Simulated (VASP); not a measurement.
# Settings for PbSe: vacuum levels of a slab or layer

PbSe, slab, 4 atoms in the cell. PBEsol; PAW potentials Pb_d, Se (PBE set). VASP 6.6.1.

Wanted: face levels within 0.04 eV; energy within 2 meV/atom; forces within 0.02 eV/Å.

Crystal: PbSe, Fm-3m; Face: (1 1 1); Atomic planes: 4; Dipole correction: yes.

Face levels: vacuum level at each face, counted from the middle of the gap.

POSCAR of the starting run:
```
PbSe
1.0
    4.3096660374      0.0000000000      0.0000000000
   -2.1548330187      3.7322802702      0.0000000000
    0.0000000000      0.0000000000     20.2782413757
Pb Se
2 2
Direct
    0.5000000000      0.2500000000      0.4566181860
    0.1666666666      0.5833333333      0.6301454421
    0.1666666667      0.5833333333      0.3698545579
    0.8333333333      0.9166666667      0.5433818140
```

The series start from vacuum (Å): 15; correction: LDIPOL, IDIPOL 3, DIPOL, AMIN 0.01; k spacing (1/Å): 0.3; Cutoff ENCUT (eV): 310; SCF threshold EDIFF (eV): 1e-6; PREC: Accurate; ALGO: Normal. Each series keeps the choices made before it, and each single choice may use up half of a tolerance.

## Vacuum (Å)

| Vacuum (Å) | Face levels, largest deviation (eV) | Energy less reference (meV/atom) | Forces, largest deviation (eV/Å) | SCF iterations | Time (s) |
|---|---|---|---|---|---|
| 6 | 0.194 | 1.2 | 0.008 | 17 | 6.2 |
| 8 | 0.041 | 0.7 | 0.003 | 19 | 12 |
| 10 | 0.027 | 0.4 | 0.000 | 23 | 11 |
| 12 | 0.004 | 0.3 | 0.001 | 25 | 15 |
| 15 | 0.000 | 0.2 | 0.000 | 29 | 17 |
| 20 | 0.001 | 0.1 | 0.000 | 33 | 26 |
| 25 (reference) | 0.000 | 0.0 | 0.000 | 37 | 33 |

Chosen: 12, the loosest value from which every tighter one stays within half of the tolerance.

## Correction

| Correction | Face levels, largest deviation (eV) | Energy less reference (meV/atom) | Forces, largest deviation (eV/Å) | SCF iterations | Time (s) |
|---|---|---|---|---|---|
| LDIPOL, IDIPOL 3, DIPOL, AMIN 0.01 | 0.000 | 0.0 | 0.000 | 25 | 15 |
| LDIPOL, default AMIN | 0.000 | 0.0 | 0.000 | 23 | 11 |
| LDIPOL, no DIPOL | no result | no result | no result | 150 | 76 |
| IDIPOL 3 alone (energy only) | 1.389 | 10.3 | 0.026 | 22 | 12 |
| kernel truncation, coarsened | 0.096 | -0.5 | 0.001 | 23 | 15 |
| kernel truncation, full padding | 0.006 | -0.4 | 0.000 | 23 | 16 |

Chosen: LDIPOL, default AMIN; it saves 3.3 s of 15, so LDIPOL, IDIPOL 3, DIPOL, AMIN 0.01 would do nearly as well.

## k spacing (1/Å)

| k spacing (1/Å) | Face levels, largest deviation (eV) | Energy less reference (meV/atom) | Forces, largest deviation (eV/Å) | SCF iterations | Time (s) |
|---|---|---|---|---|---|
| 0.6 | 0.189 | -20.6 | 0.270 | 22 | 4.7 |
| 0.45 | 0.121 | -18.6 | 0.044 | 22 | 8.9 |
| 0.3 | 0.028 | 8.3 | 0.087 | 23 | 11 |
| 0.22 | 0.032 | 2.1 | 0.011 | 23 | 15 |
| 0.16 (reference) | 0.000 | 0.0 | 0.000 | 23 | 18 |

Chosen: 0.16; the next looser run is off by more than half of the tolerance, so convergence isn't shown beyond this value.

## Cutoff ENCUT (eV)

| Cutoff ENCUT (eV) | Face levels, largest deviation (eV) | Energy less reference (meV/atom) | Forces, largest deviation (eV/Å) | SCF iterations | Time (s) |
|---|---|---|---|---|---|
| 190 | 0.011 | 129.9 | 0.026 | 22 | 7.4 |
| 240 | 0.001 | 0.4 | 0.002 | 23 | 11 |
| 280 | 0.001 | 0.0 | 0.002 | 23 | 12 |
| 310 | 0.001 | -0.1 | 0.000 | 23 | 18 |
| 360 | 0.000 | 0.6 | 0.000 | 23 | 19 |
| 430 (reference) | 0.000 | 0.0 | 0.000 | 23 | 30 |

Chosen: 240.

## SCF threshold EDIFF (eV)

| SCF threshold EDIFF (eV) | Face levels, largest deviation (eV) | Energy less reference (meV/atom) | Forces, largest deviation (eV/Å) | SCF iterations | Time (s) |
|---|---|---|---|---|---|
| 0.001 | 0.174 | 0.0 | 0.010 | 12 | 6.2 |
| 0.0001 | 0.116 | 0.0 | 0.005 | 13 | 6.7 |
| 1e-5 | 0.001 | 0.0 | 0.000 | 20 | 9.2 |
| 1e-6 | 0.001 | 0.0 | 0.000 | 23 | 11 |
| 1e-7 (reference) | 0.000 | 0.0 | 0.000 | 24 | 11 |

Chosen: 1e-5.

## PREC

| PREC | Face levels, largest deviation (eV) | Energy less reference (meV/atom) | Forces, largest deviation (eV/Å) | SCF iterations | Time (s) |
|---|---|---|---|---|---|
| Accurate | 0.000 | 0.0 | 0.000 | 20 | 9.2 |
| Normal | 0.012 | -2.2 | 0.003 | 20 | 5.4 |

Chosen: Accurate; no other choice that stays within half of the tolerance saves 30 % of the time.

## ALGO

| ALGO | Face levels, largest deviation (eV) | Energy less reference (meV/atom) | Forces, largest deviation (eV/Å) | SCF iterations | Time (s) |
|---|---|---|---|---|---|
| Normal | 0.000 | 0.0 | 0.000 | 20 | 9.2 |
| Fast | 0.000 | 0.0 | 0.001 | 20 | 11 |
| All | 0.002 | 0.0 | 0.015 | 19 | 16 |

Chosen: Normal.

## All choices together

| Input | Face levels, largest deviation (eV) | Energy less reference (meV/atom) | Forces, largest deviation (eV/Å) | Time (s) |
|---|---|---|---|---|
| starting input without the dipole correction (naive) | 1.350 | -0.8 | 0.079 | 13 |
| chosen settings | 0.006 | 0.7 | 0.002 | 9.2 |
| reference settings throughout | 0.000 | 0.0 | 0.000 | 86 |

The chosen settings stay within the tolerance of the reference run, but the reference itself isn't shown to be converged in: k spacing (1/Å).

Values of the reference run: Face levels: 3.05, 6.147 eV.

## The input

INCAR:
```
SYSTEM = PbSe
PREC = Accurate ; ENCUT = 240
EDIFF = 1E-5 ; ISMEAR = 0
SIGMA = 0.1 ; LREAL = .False.
LASPH = .True. ; ALGO = Normal
NELM = 150 ; LWAVE = .False.
LCHARG = .False. ; GGA = PS
KPAR = 4 ; LVHAR = .True.
LVACPOTAV = .True. ; LDIPOL = .True.
IDIPOL = 3 ; DIPOL = 0.5 0.5 0.5
```

KPOINTS:
```
Automatic mesh
0
Gamma
  11 11 1
  0 0 0
```

POSCAR:
```
PbSe
1.0
    4.3096660374      0.0000000000      0.0000000000
   -2.1548330187      3.7322802702      0.0000000000
    0.0000000000      0.0000000000     17.2782413757
Pb Se
2 2
Direct
    0.5000000000      0.2500000000      0.4490858544
    0.1666666666      0.5833333333      0.6527424366
    0.1666666667      0.5833333333      0.3472575634
    0.8333333333      0.9166666667      0.5509141456
```

Commands:
```
cat potpaw_PBE.64/Pb_d/POTCAR potpaw_PBE.64/Se/POTCAR > POTCAR
mpirun -np 4 vasp_std > vasp.out
```

Limits: The face is cut as in the bulk; no reconstruction is tried.

The chosen input took VASP 6.6.1 9.2 s on 4 cores (Intel Xeon 6975P-C (Granite Rapids)), a shared host.

## An input that fails: dipole correction along an axis in the plane

It ran out of time.

Changes against the starting input:
```
- IDIPOL = 3
+ IDIPOL = 1
```
